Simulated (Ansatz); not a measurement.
# Si: from a guess to a relaxed structure, part 2 of 2

The task: take a trial cell of Si to zero force and stress.

Ansatz 0.2.0; DFT PBE, scalar-relativistic, plane waves, PAW.

## (4) Relaxation on the finer mesh

The end of the coarse run is made exact in the group found at a tolerance of 0.06 Å and reduced to its primitive cell.

File input.yaml:

```yaml
crystal:
  lattice:
    - [-3.7462770671, 3.7462770671, 3.7462770671]
    - [3.7462770671, -3.7462770671, 3.7462770671]
    - [3.7462770671, 3.7462770671, -3.7462770671]
  atoms:
    - { symbol: Si, position: [0.3199929236, 0.3199929236, 0.3199929236] }
    - { symbol: Si, position: [0.0, 0.0, 0.6800070764] }
    - { symbol: Si, position: [0.0, 0.6800070764, 0.0] }
    - { symbol: Si, position: [0.6800070764, 0.0, 0.0] }
    - { symbol: Si, position: [0.6800070764, 0.6800070764, 0.6800070764] }
    - { symbol: Si, position: [0.0, 0.0, 0.3199929236] }
    - { symbol: Si, position: [0.0, 0.3199929236, 0.0] }
    - { symbol: Si, position: [0.3199929236, 0.0, 0.0] }
basis:
  ecutwfc: 420
kpoints:
  mp_grid: { grid: [8, 8, 8] }
hamiltonian:
  xc: pbe
scf:
  occupations: { method: gaussian, width: 0.01 }
output:
  forces: true
  stress: true
  eigenvalues: true
relax:
  adjacent_minimum: "off"
  f_tol: 0.01
  max_steps: 80
  cell: { stress_tol: 0.05 }
```

Started as:

```sh
$ ansatz run input.yaml --threads 1 --pin off --max-ram 2560MiB --backend cpu --events-out ev --progress --plain --runs-dir out
```

Standard output (excerpt; [...] marks lines left out):

```text
Warning: RAYON_NUM_THREADS=1 ignored (pool sized by the plan → 1); use --threads N
[...]
Pseudopotentials: kind: paw
Pseudopotential: Si, paw, valence charge 4, recommended cutoff 420 eV (normal), Si.paw.azcp
Functional definition: PBE
[...]
Crystal: 8 atoms, lattice volume = 210.310 Å³
Basis set: ecut = 420 eV, 4093 PW (Γ), exchange–correlation on 90×90×90 points (8 copies of the dense FFT grid, shifted against one another)
Bands: 24, of which v1, the nominal top of the filled ones, is band 16 counted from 1 (15 counted from 0)
Symmetry: 48 space group operations
Space group: Im-3m (ITA 229), of the structure as read, at distance tolerance 5.9e-5 Å
k-points: 29 of 512
[...]
SCF iter   1: F=—  HF=-5083.908239 eV  |F-HF|=—  |Δ(HF+E_count)|=         —  Δρ=2.40e-3  dr2=2.27e-2  ethr=1.77e-3  ⟨swp⟩=8.3  Hψ=4461  notcnv=0
[...]
--- Band table (eV; the first three rows and the last of 29) ---
[... band rows left out ...]
[...]
--- Relaxed structure (2 steps of the walk, 2 accepted, 1 SCFs on fresh bases) ---
  F+E_penalty+E_count = -5083.90914618 eV   max|allowed force component| = 3.840e-4 eV/Å   (the final SCF, on the basis selected at the relaxed cell)
  cell:  # Å, volume = 210.5403 Å³
    - [-3.747644934487872, 3.747644934487872, 3.747644934487872]
    - [3.747644934487872, -3.747644934487872, 3.747644934487872]
    - [3.747644934487872, 3.747644934487872, -3.747644934487872]
  atoms:
    - { symbol: Si, position: [0.32001027283672695, 0.32001027283672695, 0.32001027283672695] }
    - { symbol: Si, position: [0.0, 0.0, 0.679989727163273] }
    - { symbol: Si, position: [0.0, 0.679989727163273, 0.0] }
    - { symbol: Si, position: [0.679989727163273, 0.0, 0.0] }
    - { symbol: Si, position: [0.679989727163273, 0.679989727163273, 0.679989727163273] }
    - { symbol: Si, position: [0.0, 0.0, 0.32001027283672695] }
    - { symbol: Si, position: [0.0, 0.32001027283672695, 0.0] }
    - { symbol: Si, position: [0.32001027283672695, 0.0, 0.0] }
```

It took 23 s on 1 thread of Arm Neoverse V2, shared host; peak memory 0.46 GiB.

The steps of the relaxation:

| step | energy from step 1 (eV/cell) | largest force component (eV/Å) | pressure (GPa) | volume (Å³) |
| --- | --- | --- | --- | --- |
| 1 | 0.0000 | 0.0050 | 0.09 | 210.31 |
| 2 | -0.0001 | 0.0004 | 0.02 | 210.54 |
| 3 | -0.0001 | 0.0004 | 0.02 | 210.54 |

Step 1 is the start. Step 3 repeats the geometry before it on a plane-wave basis chosen anew for that cell, so its energy need not be comparable with the rows above.

Lengths and angles in the start's conventional setting:

|  | before | after | change |
| --- | --- | --- | --- |
| a (Å) | 7.493 | 7.495 | 0.0 % |
| b (Å) | 7.493 | 7.495 | 0.0 % |
| c (Å) | 7.493 | 7.495 | 0.0 % |
| volume (Å³/atom) | 26.29 | 26.32 | +0.1 % |
| shortest distance (Å) | 2.336 | 2.337 | 0.0 % |
| space group (0.01 Å) | Im-3m | Im-3m | same |

Forces and stress were held to the start's 48 operations: a distortion of lower symmetry was not tested.

## (5) Summary of results

What follows sums up all 2 parts. Changes of volume or cell count from the first structure of part 1.

```
                              quantity                                                                      value
symmetry at the end (tolerance 0.02 Å)                                                space group Im-3m (No. 229)
                     conventional cell  a = 7.495 Å, b = 7.495 Å, c = 7.495 Å, α = 90.00°, β = 90.00°, γ = 90.00°
                                volume                                                              26.32 Å³/atom
        energy over the standard state                                                              +0.32 eV/atom
                       gap on the mesh                                                                    0.10 eV
```

In words: The space group Im-3m (No. 229) is kept, and the volume per atom grows by 22.7 % from the first guess. It lies above the element's standard state, so it is metastable at best. No finished test with a distortion of lower symmetry is shown, so the end may be a saddle point.
